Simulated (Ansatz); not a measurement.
PbSe in the zincblende structure, relaxed with r2SCAN, was run in Ansatz under altered settings. All numbers are computed, without spin polarisation but where a row says otherwise.

```
Pb Se
1.0
     0.00000    3.42320    3.42320
     3.42320    0.00000    3.42320
     3.42320    3.42320    0.00000
Pb Se
1 1
Cartesian
  0.0000 0.0000 0.0000
  1.7116 1.7116 1.7116
```

The base run's other keys:
```yaml
kpoints:
  mp_grid: { grid: [4, 4, 4] }
hamiltonian:
  xc: hse06
scf:
  occupations: { method: fixed }
  n_extra_bands: 4
```

It takes 16 iterations with 1471 plane waves at 420 eV and 8 k points, and leaves a mean stress of +0.10 GPa. The gap over this mesh is 1.063 eV.

Outcomes, with energy and stress as changes against the base:
```tsv
setting	outcome	ΔF (meV/atom)	Δ mean stress (GPa)	gap on the mesh (eV)	iterations
hamiltonian.xc: pbe0	converged	–	0.0	1.682	15
PBE hybrid, exx coeff 0.4, omega 0.5 1/Å	converged	–	0.0	0.876	15
PBE hybrid, exx coeff 0.4, unscreened	converged	–	-0.3	2.369	18
PBE hybrid, exx coeff 1.5, omega 0.5 1/Å	refused	–	–	–	–
scf.mixing.beta: 5.0	refused	–	–	–	–
scf.occupations: fermi_dirac 0.05	converged	0.0	0.0	1.063	16
```
A dash marks a value that wasn't obtained or can't be compared. Stress is positive in compression.

- hamiltonian.xc: pbe0. The mean stress moves by 0.0 GPa and the gap on the mesh by +0.619 eV (to 1.682). It's another functional on the same cell, so totals aren't comparable.
- PBE hybrid, exx coeff 0.4, omega 0.5 1/Å. That is 40 % exact exchange, screened with ω = 0.5 1/Å, against HSE06's 25 % screened at 0.208 1/Å. The mean stress moves by 0.0 GPa and the gap on the mesh by -0.186 eV (to 0.876). Totals of different functionals aren't comparable.
- PBE hybrid, exx coeff 0.4, unscreened. That is 40 % exact exchange, at all ranges, against HSE06's 25 % screened at 0.208 1/Å. The mean stress moves by -0.3 GPa and the gap on the mesh by +1.306 eV (to 2.369). Totals of different functionals aren't comparable.
- PBE hybrid, exx coeff 1.5, omega 0.5 1/Å. The input is refused before any iteration. Error: invalid value for `hamiltonian.xc.exx.coeff`: must be finite and in (0, 1]; got 1.5
- scf.mixing.beta: 5.0. The input is refused before any iteration. Error: invalid value for `scf.mixing.beta`: must be finite and in (0, 1]; got 5

Within 1 meV an atom, 0.1 GPa and 0.005 eV of the base stay: scf.occupations: fermi_dirac 0.05.

Spin-orbit coupling is left out; in compounds of Pb, Bi, Tl or Hg it can lower a gap by up to about 1 eV, split its edges or invert the bands.

The stress of a hybrid is loosely converged in these runs.

The meshes of the hybrids are coarse, so their gaps aren't converged to the digits shown.
